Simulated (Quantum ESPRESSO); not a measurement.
Crystal: Sn.

```
Sn
1.0
     0.00000    3.23334    3.23334
     3.23334    0.00000    3.23334
     3.23334    3.23334    0.00000
Sn
2
Direct
  0.75000 0.75000 0.75000
  0.50000 0.50000 0.50000
```

This isn't the form of Sn at room conditions, which is tetragonal (white tin).

Base run:

```yaml
Program: Quantum ESPRESSO 7.5
Functional: RPBE
Potentials_or_basis: SG15 PBE 1.2
Cutoff: 952 eV
Density_cutoff: 3810 eV
k_mesh: 7 × 7 × 7
Occupations: fermi-dirac, width 0.05 eV
Spin: no spin polarisation
```

Its results: band gap on the k mesh none (metal or under the smearing width); pressure 5.6 GPa.

Q: After a change of settings the same cell gave: band gap on the k mesh none (metal or under the smearing width); pressure -0.7 GPa. Which change was it?
A. functional from RPBE to LDA
B. functional from RPBE to HLE16
C. functional from RPBE to rSCAN; k mesh from 7 × 7 × 7 to 5 × 5 × 5
D. functional from RPBE to AM05

A: A.

LDA binds more tightly than RPBE, so the same cell stands under less pressure.

Caveats: the potentials were made for another functional, which shifts forces and pressure; spin-orbit coupling is left out, which moves the levels of the heavy elements.

Runs at the PBE level aren't shown here.
